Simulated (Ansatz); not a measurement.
# Ir: a tetragonal deformation path

One table from this session's results is given with a row withheld; the runs are named, their logs left out.

Method: DFT PBE, scalar-relativistic, plane waves, PAW, in Ansatz 0.2.0.

## The system as given

Symmetry: Fm-3m, No. 225, cubic system. The conventional cell has a = 3.839 Å, b = 3.839 Å, c = 3.839 Å, α = 90.00°, β = 90.00°, γ = 90.00°. Ir (site symmetry m-3m) has 12 Ir at 2.71 Å as nearest neighbours.

Coordinates:

```cif
data_structure
_symmetry_space_group_name_H-M 'Fm-3m'
_symmetry_Int_Tables_number 225
_cell_length_a 3.8394
_cell_length_b 3.8394
_cell_length_c 3.8394
_cell_angle_alpha 90.000
_cell_angle_beta 90.000
_cell_angle_gamma 90.000
_cell_volume 56.60
loop_
_atom_site_label
_atom_site_type_symbol
_atom_site_symmetry_multiplicity
_atom_site_Wyckoff_symbol
_atom_site_fract_x
_atom_site_fract_y
_atom_site_fract_z
_atom_site_occupancy
Ir1 Ir 4 a 0.00000 0.00000 0.00000 1
```

No relaxation comes first: the listed cell is the starting point.

## Zero of energy

The reference gives a free energy of -11935.3047 eV, pressure 9.08 GPa, largest force 0.000 eV/Å and gap on the mesh none (metal). It was computed beforehand with the settings of the runs below.

The first run:

At fixed volume and fractional coordinates, lengths along (0.000, 0.000, 1.000) are scaled against those across it; ρ is that ratio over its starting value.

Input file input.yaml:

```yaml
crystal:
  lattice:
    - [0.0, 2.154898871, 1.5235135018]
    - [2.154898871, 0.0, 1.5235135018]
    - [2.154898871, 2.154898871, 0.0]
  atoms:
    - { symbol: Ir, position: [0.0, 0.0, 0.0] }
basis:
  ecutwfc: 420
kpoints:
  mp_grid: { grid: [24, 24, 24] }
hamiltonian:
  xc: pbe
scf:
  occupations: { method: gaussian, width: 0.15 }
output:
  forces: true
  stress: true
  eigenvalues: true
  write_density: true
  write_potential: true
  elf: true
  volumetric_format: npy
```

Run with:

```console
ansatz run input.yaml --threads 1 --pin off --max-ram 2560MiB --backend cpu --events-out ev --progress --plain --runs-dir out
```

Among the steps run: ρ = 0.707; ρ = 1.414; ρ = 0.850; ρ = 1.200; Point ρ = 0.780; Point ρ = 1.300; At ρ = 0.920; At ρ = 1.100; At ρ = 0.650; ρ = 1.500; Point ρ = 0.960; ρ = 1.050.

One of the session's tables, all rows but one given; the rest of the session is left out.

The scan, with free energies counted from the undisturbed cell:

```
    ρ  ΔE (meV/atom)  pressure (GPa)
0.650          567.4            20.2
0.707          684.5            22.2
0.780          514.9            18.8
0.850          258.0            14.0
0.920           74.4            10.6
0.960           18.4             9.4
1.000            0.0             9.1
1.050              ?               ?
1.100          104.9            11.4
1.200          367.8            18.0
1.300          713.0            28.0
1.414         1171.1            42.9
1.500         1554.6            56.6
```

Estimate the missing values for ρ = 1.050.

Worked estimate for «ΔE (meV/atom)». A straight line through the neighbours (1.000, 0.0) and (1.100, 104.9) gives 0.0 + (104.9 − 0.0) × (1.050 − 1.000) / (1.100 − 1.000) = 52.4; a parabola fitted to 4 rows on both sides gives 32.3.

As computed: ΔE (meV/atom): 27.4; pressure (GPa): 9.7. In «ΔE (meV/atom)» the line misses by +25.0 and the parabola by +4.9.
